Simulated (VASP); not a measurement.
# Vibrations of CuI (Marshite): a test of the settings, part 2 of 2

How far do the zone-centre frequencies of CuI (Marshite) depend on the numerical settings? The starting structure is a measured crystal structure from the Crystallography Open Database.

VASP 6.6.1.

Results so far: reference T2 156.7 cm⁻¹.

The database entry behind the starting cell differs from later determinations by our own check (about 0.15 % long (mineral sample)), so it need not match the best structure at ambient conditions.

### Step 3. Modes with a 5×5×5 mesh

Level of this step: LDA; plane waves and PAW (I, Cu) (VASP).

Against step 2 the input has a 5×5×5 mesh.

Contents of INCAR:

```
SYSTEM = CuI
PREC = Accurate
ENCUT = 450
EDIFF = 1E-08
NELM = 100
ISMEAR = 0
SIGMA = 0.03
LREAL = .FALSE.
ALGO = Normal
GGA = CA
NBANDS = 15
LORBIT = 11
LWAVE = .FALSE.
LCHARG = .FALSE.
KPAR = 4
IBRION = 8
LEPSILON = .TRUE.
ISIF = 2
```

Contents of POSCAR:

```
CuI
1.0
    0.0000000000      2.9304679866      2.9304679866
    2.9304679866      0.0000000000      2.9304679866
    2.9304679866      2.9304679866      0.0000000000
I Cu
1 1
Direct
    0.0000000000      0.0000000000      0.0000000000
    0.7500000000      0.7500000000      0.7500000000
```

Contents of KPOINTS:

```
Automatic mesh
0
Gamma
5 5 5
0 0 0
```

PAW data sets: I and Cu (LDA family, release 64).

Launch:

```sh
$ mpirun -np 4 vasp_std
```

The program printed:

```text
[... set-up lines as in an earlier step ...]
 entering main loop
       N       E                     dE             d eps       ncg     rms          rms(c)
DAV:   1     0.932401311700E+02    0.93240E+02   -0.70401E+03   300   0.121E+03
DAV:   2    -0.102410787601E+01   -0.94264E+02   -0.87741E+02   314   0.241E+02
DAV:   3    -0.712699869119E+01   -0.61029E+01   -0.60024E+01   377   0.642E+01
DAV:   4    -0.730636840792E+01   -0.17937E+00   -0.17929E+00   370   0.106E+01
[...]
DAV:  15    -0.698323188103E+01    0.13646E-07   -0.70170E-07   471   0.998E-03    0.630E-03
DAV:  16    -0.698323183836E+01    0.42673E-07   -0.10614E-07   414   0.118E-02    0.171E-03
DAV:  17    -0.698323183530E+01    0.30564E-08   -0.16943E-08   213   0.196E-03
   1 F= -.69832318E+01 E0= -.69832318E+01  d E =-.735557E-24
 Linear response reoptimize wavefunctions to high precision
DAV:   1    -0.698323183488E+01    0.42405E-09   -0.89291E-09   375   0.245E-03
DAV:   2    -0.698323183497E+01   -0.95952E-10   -0.42541E-10   192   0.145E-04
 Linear response G [H, r] |phi>, progress :
  Direction:   1
[...]
RMM:  15    -0.780003064985E-01    0.13789E-08   -0.49591E-08  1532   0.494E-05    0.212E-06
 first order change of Fermi-energy   0.34067E-03
 force on displaced ion       1 direction 1 :  -3.779   0.000   0.000
 Born effective charge ion    1 direction 1 :  -1.377   0.000   0.000
 Linear response progress:
  Degree of freedom:   2/  2
       N       E                     dE             d eps       ncg     rms          rms(c)
RMM:   1    -0.246756453545E+00   -0.24676E+00   -0.12608E-01  1143   0.512E+00
RMM:   2    -0.246970260332E+00   -0.21381E-03   -0.88652E-03  1110   0.110E+00    0.831E-02
RMM:   3    -0.247331277417E+00   -0.36102E-03   -0.11059E-03  1259   0.268E-01    0.521E-02
RMM:   4    -0.247680979523E+00   -0.34970E-03   -0.10583E-04  1349   0.799E-02    0.571E-03
[...]
RMM:  12    -0.247655235224E+00   -0.11325E-06    0.10705E-08  1414   0.664E-05    0.144E-05
RMM:  13    -0.247655208270E+00    0.26954E-07    0.10394E-08  1377   0.587E-05    0.576E-06
RMM:  14    -0.247655209095E+00   -0.82510E-09    0.98285E-09  1363   0.521E-05    0.192E-06
 first order change of Fermi-energy  -0.47640E-04
 force on displaced ion       2 direction 1 :  -3.828   0.000   0.000
 Born effective charge ion    2 direction 1 :   1.102   0.000   0.000
 Born effective charges drift removed
 Linear response finished
```

Wall time 73 s (4 MPI ranks of AMD EPYC 7R43, shared host); peak memory 0.7 GiB.

Parts of OUTCAR (step 3):

```text
  Total        0.0276333      0.0276333      0.0276333     -0.0000000     -0.0000000      0.0000000
  in kB        0.8796360      0.8796360      0.8796360     -0.0000000     -0.0000000      0.0000000
  external PRESSURE =       0.8796360 kB  Pullay stress =       0.0000000 kB

 POSITION                                       TOTAL-FORCE (eV/Angst)
 -----------------------------------------------------------------------------------
      0.00000      0.00000      0.00000        -0.000000     -0.000000     -0.000000
      4.39570      4.39570      4.39570         0.000000      0.000000      0.000000
 -----------------------------------------------------------------------------------
    total drift:                               -0.000000     -0.000000     -0.000000

 MACROSCOPIC STATIC DIELECTRIC TENSOR (including local field effects in DFT)
 ------------------------------------------------------
           8.444062    -0.000000    -0.000000
           0.000000     8.444062    -0.000000
           0.000000    -0.000000     8.444062
 ------------------------------------------------------

 MACROSCOPIC STATIC DIELECTRIC TENSOR IONIC CONTRIBUTION
 ------------------------------------------------------
           1.455094    -0.000000     0.000000
          -0.000000     1.455094    -0.000000
           0.000000    -0.000000     1.455094
 ------------------------------------------------------

[... 1 part as in an earlier step ...]

[... 1 further part left out ...]
```

With a 5×5×5 mesh the mode is T2 156.5 cm⁻¹, -0.2 cm⁻¹ from the reference.

### Step 4. Modes with a cutoff of 300 eV

Against step 2 the input has ENCUT = 300.

Edit INCAR of step 3 so:

```diff
@@ -2,3 +2,3 @@
 PREC = Accurate
-ENCUT = 450
+ENCUT = 300
 EDIFF = 1E-08
```

POSCAR is that of step 3.

Contents of KPOINTS:

```
Automatic mesh
0
Gamma
10 10 10
0 0 0
```

Launch:

```sh
$ mpirun -np 4 vasp_std
```

The program printed:

```text
[... set-up lines as in an earlier step ...]
 entering main loop
       N       E                     dE             d eps       ncg     rms          rms(c)
DAV:   1     0.759129680518E+02    0.75913E+02   -0.54224E+03  1410   0.839E+02
DAV:   2    -0.335943625729E+01   -0.79272E+02   -0.72790E+02  1494   0.198E+02
DAV:   3    -0.722647567872E+01   -0.38670E+01   -0.38260E+01  1893   0.481E+01
DAV:   4    -0.732613500320E+01   -0.99659E-01   -0.99629E-01  1669   0.782E+00
[...]
DAV:  15    -0.699764316562E+01    0.21771E-06   -0.10088E-06  1952   0.300E-02    0.230E-03
DAV:  16    -0.699764319031E+01   -0.24692E-07   -0.16895E-07  2185   0.384E-03    0.160E-03
DAV:  17    -0.699764318545E+01    0.48631E-08   -0.90327E-09   929   0.353E-03
   1 F= -.69976432E+01 E0= -.69976432E+01  d E =-.618317E-21
 Linear response reoptimize wavefunctions to high precision
DAV:   1    -0.699764318469E+01    0.76352E-09   -0.87343E-09  2141   0.166E-03
DAV:   2    -0.699764318479E+01   -0.10641E-09   -0.82502E-10   915   0.181E-04
[...]
RMM:  18    -0.776736151201E-01    0.32602E-08   -0.11769E-07  3982   0.864E-05    0.148E-08
 first order change of Fermi-energy   0.27297E-03
 force on displaced ion       1 direction 1 :  -3.801   0.000   0.000
 Born effective charge ion    1 direction 1 :  -0.966   0.000   0.000
 Linear response progress:
  Degree of freedom:   2/  2
       N       E                     dE             d eps       ncg     rms          rms(c)
RMM:   1    -0.247607596802E+00   -0.24761E+00   -0.12975E-01  7278   0.473E+00
RMM:   2    -0.246973485968E+00    0.63411E-03   -0.75890E-03  7038   0.989E-01    0.894E-02
RMM:   3    -0.247269664770E+00   -0.29618E-03   -0.91754E-04  8097   0.226E-01    0.510E-02
RMM:   4    -0.247559044044E+00   -0.28938E-03   -0.85239E-05  8526   0.700E-02    0.518E-03
[...]
RMM:  13    -0.247574606832E+00   -0.47852E-07   -0.36912E-08  9126   0.146E-04    0.181E-05
RMM:  14    -0.247574621772E+00   -0.14940E-07   -0.37062E-08  9015   0.142E-04    0.383E-06
RMM:  15    -0.247574618220E+00    0.35519E-08   -0.36975E-08  7562   0.139E-04    0.995E-07
 first order change of Fermi-energy  -0.43259E-04
 force on displaced ion       2 direction 1 :  -3.816   0.000   0.000
 Born effective charge ion    2 direction 1 :   0.968   0.000   0.000
 Born effective charges drift removed
 Linear response finished
```

It took 2.7 min on 4 MPI ranks; peak memory 0.89 GiB; 11 min of CPU time.

From OUTCAR (step 4):

```text
  Total       -0.1486309     -0.1486309     -0.1486309     -0.0000000      0.0000000      0.0000000
  in kB       -4.7312795     -4.7312795     -4.7312795     -0.0000000      0.0000000      0.0000000
  external PRESSURE =      -4.7312795 kB  Pullay stress =       0.0000000 kB

 POSITION                                       TOTAL-FORCE (eV/Angst)
 -----------------------------------------------------------------------------------
      0.00000      0.00000      0.00000         0.000000     -0.000000      0.000000
      4.39570      4.39570      4.39570        -0.000000      0.000000     -0.000000
 -----------------------------------------------------------------------------------
    total drift:                               -0.000003     -0.000003     -0.000003

 MACROSCOPIC STATIC DIELECTRIC TENSOR (including local field effects in DFT)
 ------------------------------------------------------
           6.803899     0.000000     0.000000
           0.000000     6.803899     0.000000
          -0.000000    -0.000000     6.803899
 ------------------------------------------------------

 MACROSCOPIC STATIC DIELECTRIC TENSOR IONIC CONTRIBUTION
 ------------------------------------------------------
           0.883322     0.000000    -0.000000
           0.000000     0.883322    -0.000000
          -0.000000    -0.000000     0.883322
 ------------------------------------------------------

[... 1 part as in an earlier step ...]

[... 1 further part left out ...]
```

With a cutoff of 300 eV the mode is T2 156.4 cm⁻¹, -0.3 cm⁻¹ from the reference.

### Step 5. Modes with a 12×12×12 mesh

Against step 2 the input has a 12×12×12 mesh.

Edit INCAR of step 4 so:

```diff
@@ -2,3 +2,3 @@
 PREC = Accurate
-ENCUT = 300
+ENCUT = 450
 EDIFF = 1E-08
```

POSCAR is that of step 4.

Contents of KPOINTS:

```
Automatic mesh
0
Gamma
12 12 12
0 0 0
```

Launch:

```sh
$ mpirun -np 4 vasp_std
```

The program printed:

```text
[... set-up lines as in an earlier step ...]
 entering main loop
       N       E                     dE             d eps       ncg     rms          rms(c)
DAV:   1     0.891011418259E+02    0.89101E+02   -0.68939E+03  2160   0.116E+03
DAV:   2    -0.171312873020E+01   -0.90814E+02   -0.83495E+02  2244   0.231E+02
DAV:   3    -0.717385601509E+01   -0.54607E+01   -0.53814E+01  2909   0.611E+01
DAV:   4    -0.732239958467E+01   -0.14854E+00   -0.14849E+00  2473   0.960E+00
[...]
DAV:  15    -0.699624819555E+01    0.20982E-06   -0.10330E-06  3118   0.314E-02    0.154E-03
DAV:  16    -0.699624821480E+01   -0.19247E-07   -0.14180E-07  3282   0.400E-03    0.156E-03
DAV:  17    -0.699624820746E+01    0.73389E-08   -0.10892E-08  1518   0.405E-03
   1 F= -.69962482E+01 E0= -.69962482E+01  d E =-.189970E-12
 Linear response reoptimize wavefunctions to high precision
DAV:   1    -0.699624820718E+01    0.28035E-09   -0.79419E-09  3203   0.146E-03
DAV:   2    -0.699624820725E+01   -0.72532E-10   -0.58826E-10  1444   0.164E-04
 Linear response G [H, r] |phi>, progress :
  Direction:   1
[...]
RMM:  17    -0.779219983554E-01   -0.96329E-08   -0.69976E-08  7239   0.423E-05    0.802E-08
 first order change of Fermi-energy   0.13740E-03
 force on displaced ion       1 direction 1 :  -3.792  -0.000  -0.000
 Born effective charge ion    1 direction 1 :  -0.958   0.000   0.000
 Linear response progress:
  Degree of freedom:   2/  2
       N       E                     dE             d eps       ncg     rms          rms(c)
RMM:   1    -0.246916765630E+00   -0.24692E+00   -0.12768E-01 11916   0.512E+00
RMM:   2    -0.246962307443E+00   -0.45542E-04   -0.83313E-03 11615   0.108E+00    0.868E-02
RMM:   3    -0.247314066301E+00   -0.35176E-03   -0.10726E-03 13217   0.261E-01    0.517E-02
RMM:   4    -0.247638247875E+00   -0.32418E-03   -0.10063E-04 13968   0.791E-02    0.499E-03
[...]
RMM:  13    -0.247630191984E+00    0.20390E-07    0.36082E-10 14895   0.529E-05    0.720E-06
RMM:  14    -0.247630202626E+00   -0.10642E-07    0.58409E-10 13142   0.487E-05    0.212E-06
RMM:  15    -0.247630197535E+00    0.50907E-08    0.51275E-10 10148   0.476E-05    0.971E-07
 first order change of Fermi-energy   0.90228E-04
 force on displaced ion       2 direction 1 :  -3.840  -0.000  -0.000
 Born effective charge ion    2 direction 1 :   0.956   0.000   0.000
 Born effective charges drift removed
 Linear response finished
```

Run time: 8.5 min. Hardware: 4 MPI ranks; peak memory 1.9 GiB; 34 min of CPU time.

Parts of OUTCAR (step 5):

```text
  Total       -0.0046534     -0.0046534     -0.0046534     -0.0000000     -0.0000000      0.0000000
  in kB       -0.1481288     -0.1481288     -0.1481288     -0.0000000     -0.0000000      0.0000000
  external PRESSURE =      -0.1481288 kB  Pullay stress =       0.0000000 kB

 POSITION                                       TOTAL-FORCE (eV/Angst)
 -----------------------------------------------------------------------------------
      0.00000      0.00000      0.00000        -0.000000     -0.000000      0.000000
      4.39570      4.39570      4.39570         0.000000      0.000000     -0.000000
 -----------------------------------------------------------------------------------
    total drift:                               -0.000000     -0.000000     -0.000000

 MACROSCOPIC STATIC DIELECTRIC TENSOR (including local field effects in DFT)
 ------------------------------------------------------
           6.748663     0.000000    -0.000000
           0.000000     6.748663    -0.000000
           0.000000     0.000000     6.748663
 ------------------------------------------------------

 MACROSCOPIC STATIC DIELECTRIC TENSOR IONIC CONTRIBUTION
 ------------------------------------------------------
           0.863030     0.000000     0.000000
           0.000000     0.863030    -0.000000
           0.000000    -0.000000     0.863030
 ------------------------------------------------------

[... 1 part as in an earlier step ...]

[... 1 further part left out ...]
```

With a 12×12×12 mesh the mode is T2 156.7 cm⁻¹, as with the reference.

### Step 6. Modes with finite displacements

Against step 2 the input has IBRION = 6, NFREE = 2, POTIM = 0.015 and no LEPSILON (also changed: NSW).

Edit INCAR of step 5 so:

```diff
@@ -15,4 +15,6 @@
 KPAR = 4
-IBRION = 8
-LEPSILON = .TRUE.
+IBRION = 6
+NFREE = 2
+POTIM = 0.015
+NSW = 1
 ISIF = 2
```

POSCAR is that of step 5.

Contents of KPOINTS:

```
Automatic mesh
0
Gamma
10 10 10
0 0 0
```

Launch:

```sh
$ mpirun -np 4 vasp_std
```

The program printed:

```text
[... set-up lines as in an earlier step ...]
 entering main loop
       N       E                     dE             d eps       ncg     rms          rms(c)
[... 18 cycles as in an earlier step ...]
   1 F= -.69962417E+01 E0= -.69962417E+01  d E =-.799759E-21
[...]
2 F= -.69958154E+01 E0= -.69958154E+01  d E =-.745041E-21
[...]
3 F= -.69958154E+01 E0= -.69958154E+01  d E =-.758362E-21
[...]
4 F= -.69958160E+01 E0= -.69958160E+01  d E =-.765687E-21
[...]
5 F= -.69958160E+01 E0= -.69958160E+01  d E =-.764365E-21
 Finite differences progress:
  Degree of freedom:   2/  2
  Displacement:        2/  2
  Total:               4/  4
```

Elapsed: 1.9 min, on 4 MPI ranks; peak memory 1 GiB.

Parts of OUTCAR (step 6):

```text
  Total       -0.0033605     -0.0019734     -0.0019734      0.0000000     -0.0783590      0.0000000
  in kB       -0.1069717     -0.0628196     -0.0628196      0.0000000     -2.4943560      0.0000000
  external PRESSURE =      -0.0775370 kB  Pullay stress =       0.0000000 kB

 POSITION                                       TOTAL-FORCE (eV/Angst)
 -----------------------------------------------------------------------------------
      0.00000      0.00000      0.00000        -0.056627      0.000000      0.000000
      4.38070      4.39570      4.39570         0.056627      0.000000      0.000000
 -----------------------------------------------------------------------------------
    total drift:                               -0.000649     -0.000002     -0.000002

  FREE ENERGIE OF THE ION-ELECTRON SYSTEM (eV)
  ---------------------------------------------------
  free  energy   TOTEN  =        -6.9958159800 eV

  energy  without entropy=       -6.9958159800  energy(sigma->0) =       -6.99581598

[... 2 parts as in an earlier step ...]

[... 1 further part left out ...]
[key lines of the parts left out:]
E-fermi :   5.5385
```

The last energy, forces and stress in OUTCAR belong to the last displaced cell, not to that of POSCAR.

With finite displacements the mode is T2 155.8 cm⁻¹, -0.9 cm⁻¹ from the reference.

### Step 7. The runs compared

```csv
run,T2,method,core minutes
reference,156.7,perturbation theory,17.0
a 5×5×5 mesh,156.5,perturbation theory,4.87
a cutoff of 300 eV,156.4,perturbation theory,10.9
a 12×12×12 mesh,156.7,perturbation theory,33.8
finite displacements,155.8,finite displacements,7.8
```

Modes are in cm⁻¹, degenerate ones as one, matched between runs by symmetry and order. A number in brackets counts the listed modes of one symmetry from the lowest. The symmetry labels come from an automatic analysis and can be wrong where levels nearly coincide. Core minutes are wall time times ranks of the run shown, on a shared host.

### Step 8. What came out

* T2, reference: 156.7 cm⁻¹
* T2, a 5×5×5 mesh: 156.5 cm⁻¹
* T2, a cutoff of 300 eV: 156.4 cm⁻¹
* T2, a 12×12×12 mesh: 156.7 cm⁻¹
* T2, finite displacements: 155.8 cm⁻¹

**Reading.** The largest change comes with finite displacements: -0.9 cm⁻¹ in T2. On finer settings the modes change by less than 0.1 cm⁻¹ with a 12×12×12 mesh. Other changes move the modes by more: -0.3 cm⁻¹ in T2 with a cutoff of 300 eV and -0.9 cm⁻¹ in T2 with finite displacements. The dielectric constants and Born charges in the logs aren't compared here; at a small gap they can be far off, and in a run without a gap they mean nothing. The frequencies are harmonic, and the splitting of polar modes by their long-range field is left out. Further runs on this material are not shown.

[Lines on the potential files, build, host, timing and source positions are cut from VASP's logs without a mark.]

[Logs are printed without paths, hosts, clocks, repeated set-up lines and the standing remarks that a program may print on its own settings, such as how far it seeks lower states.]

[Hosts, paths, dates, database ids (printed as entryN), source tags and the programs' standing remarks are cut or masked in the printed files.]
